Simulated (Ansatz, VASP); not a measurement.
# One calculation of SiC (Moissanite 3C), two programs

```
CELL_PARAMETERS angstrom
0.00000 2.17900 2.17900
2.17900 0.00000 2.17900
2.17900 2.17900 0.00000
ATOMIC_POSITIONS crystal
Si 0.00000 0.00000 0.00000
C 0.75000 0.75000 0.75000
```

Alike in both runs: task relaxation of cell and atoms; functional PBE; k mesh 10 × 10 × 10; occupations fermi-dirac, width 0.05 eV; no spin polarisation.

|  | VASP | Ansatz |
| --- | --- | --- |
| version | VASP 6.6.1 | Ansatz 0.2.0 |
| potentials or method | VASP PAW PBE potentials, release 64 (Si_GW, C_GW) | Ansatz PAW |
| plane-wave cutoff (eV) | 630 | 420 |
| valence electrons in the cell | 8 | 8 |

VASP gave:

```
relaxed volume (Å³/atom)                                     : 10.51
relaxed cell length with the largest relative difference (Å) : 3.097
energy change over the relaxation (meV/atom)                 : -2
```

**Question.** Which values does Ansatz return?

**Answer.** Relaxed volume (Å³/atom): 10.50; relaxed cell length with the largest relative difference (Å): 3.097; energy change over the relaxation (meV/atom): -2.

Caveats: the plane-wave basis is chosen anew once the cell has moved, so the energies of steps on either side of that aren't comparable (Ansatz). A k mesh can miss the band edges. PBE usually gives volumes a little too large and moduli too small. Zero-point motion and thermal expansion aren't in these numbers.
